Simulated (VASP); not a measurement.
W:

```
W
1.0
    -1.58234    1.58234    1.58234
     1.58234   -1.58234    1.58234
     1.58234    1.58234   -1.58234
W
1
Cartesian
  0.0000 0.0000 0.0000
```

Base run:

| Property | Result |
| --- | --- |
| Program | VASP 6.6.1 |
| Functional | LDA |
| Potentials or basis | VASP PAW LDA potentials, release 64 (W_sv) |
| Cutoff | 520 eV |
| k mesh | 12 × 12 × 12 |
| Occupations | fermi-dirac, width 0.05 eV |
| Spin | no spin polarisation |

Its results: band gap on the k mesh none (metal or under the smearing width); pressure -7.2 GPa.

Task: The run is repeated on the same cell with these changes: hubbard terms from none to W d U = 2 eV. What comes out?

Result: Band gap on the k mesh none (metal or under the smearing width); pressure -1.6 GPa.

Caveats: U without spin polarisation on a metal has little footing (some runs); the U is typed as a test and isn't derived for this compound (some runs).

Not every run made on this cell is shown here.
